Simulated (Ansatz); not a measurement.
A run of Ansatz 0.2.0 is set up as follows.

The input input.yaml:

```yaml
crystal:
  lattice:
    - [0.0, 2.1657188437, 2.1657188437]
    - [2.1657188437, 0.0, 2.1657188437]
    - [2.1657188437, 2.1657188437, 0.0]
  atoms:
    - { symbol: Ti, position: [0.0, 0.0, 0.0] }
    - { symbol: C, position: [0.5, 0.5, 0.5] }
hamiltonian:
  xc: revpbe
  pseudopotentials: { kind: paw }
kpoints:
  mp_grid: { grid: [6, 6, 6] }
  band_path:
    path:
      - [[0.0, 0.0, 0.0], [0.5, 0.0, 0.5], [0.5, 0.25, 0.75], [0.375, 0.375, 0.75], [0.0, 0.0, 0.0], [0.5, 0.5, 0.5], [0.625, 0.25, 0.625], [0.5, 0.25, 0.75], [0.5, 0.5, 0.5], [0.375, 0.375, 0.75]]
      - [[0.625, 0.25, 0.625], [0.5, 0.0, 0.5]]
    npoints: 14
scf:
  occupations: { method: fermi_dirac, width: 0.05 }
  n_extra_bands: 6
output:
  forces: true
  stress: true
  eigenvalues: true
  fatbands: true
```

Potentials or basis: Ansatz PAW.

Command:

```console
$ ansatz run input.yaml --threads 2 --pin off --max-ram 5632MiB --backend cpu --events-out ev --progress --plain --runs-dir out
```

Q: What does it give for the band gap on the k mesh?

A: None (metal or under the smearing width).

Q: Predict the pressure.

A: 3.7 GPa.

Levels at the corners of the path, in eV from the Fermi level:
| point | band 4 | band 5 | band 6 | band 7 | band 8 | band 9 | band 10 | band 11 | band 12 | band 13 |
| --- | --- | --- | --- | --- | --- | --- | --- | --- | --- | --- |
| Γ | -32.53 | -12.34 | 0.82 | 0.82 | 0.82 | 1.79 | 1.79 | 1.79 | 1.83 | 1.83 |
| X | -32.70 | -10.06 | -3.34 | -1.50 | 0.07 | 0.07 | 2.82 | 3.64 | 3.64 | 5.90 |
| W | -32.71 | -9.47 | -3.04 | -3.04 | -2.60 | 2.91 | 2.91 | 3.65 | 5.21 | 5.32 |
| K | -32.66 | -9.54 | -3.37 | -3.25 | -1.62 | 1.58 | 3.26 | 3.95 | 5.54 | 5.62 |
| Γ | -32.53 | -12.34 | 0.82 | 0.82 | 0.82 | 1.79 | 1.79 | 1.79 | 1.83 | 1.83 |
| L | -32.58 | -8.87 | -5.73 | -2.79 | -2.79 | 3.04 | 3.04 | 4.23 | 8.28 | 8.28 |
| U | -32.66 | -9.54 | -3.37 | -3.25 | -1.62 | 1.58 | 3.26 | 3.95 | 5.54 | 5.62 |
| W | -32.71 | -9.47 | -3.04 | -3.04 | -2.60 | 2.91 | 2.91 | 3.65 | 5.21 | 5.32 |
| L | -32.58 | -8.87 | -5.73 | -2.79 | -2.79 | 3.04 | 3.04 | 4.23 | 8.28 | 8.28 |
| K | -32.66 | -9.54 | -3.37 | -3.25 | -1.62 | 1.58 | 3.26 | 3.95 | 5.54 | 5.62 |
| U | -32.66 | -9.54 | -3.37 | -3.25 | -1.62 | 1.58 | 3.26 | 3.95 | 5.54 | 5.62 |
| X | -32.70 | -10.06 | -3.34 | -1.50 | 0.07 | 0.07 | 2.82 | 3.64 | 3.64 | 5.90 |

Caveat: the k mesh is coarse (spacing up to 0.42 Å⁻¹), so the values aren't converged; the PAW data sets come from PBE, with cores solved anew for the run's functional, which leaves a small shift of forces and pressure.
